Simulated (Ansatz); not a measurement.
Crystal: Ge.

```
Ge
1.0
     1.39715   -2.60052    0.00000
     1.39715    2.60052    0.00000
     0.00000    0.00000    2.69823
Ge
1
Direct
  0.50000 0.50000 0.00000
```

This isn't the form of Ge at room conditions, which is diamond.

Base run:

* Program: Ansatz 0.2.0
* Functional: PBEsol
* Potentials or basis: all-electron LAPW, scalar-relativistic
* Cutoff: 247 eV (chosen from the basis error)
* Basis error allowed: 0.001 eV/atom
* k mesh: 11 × 11 × 10
* Occupations: fermi-dirac, width 0.05 eV
* Spin: no spin polarisation

Its results: pressure -4.0 GPa.

Q: The run is repeated on the same cell with these changes: functional from PBEsol to LDA. What comes out?

A: Pressure -5.6 GPa.

LDA binds more tightly than PBEsol, so the same cell stands under less pressure.
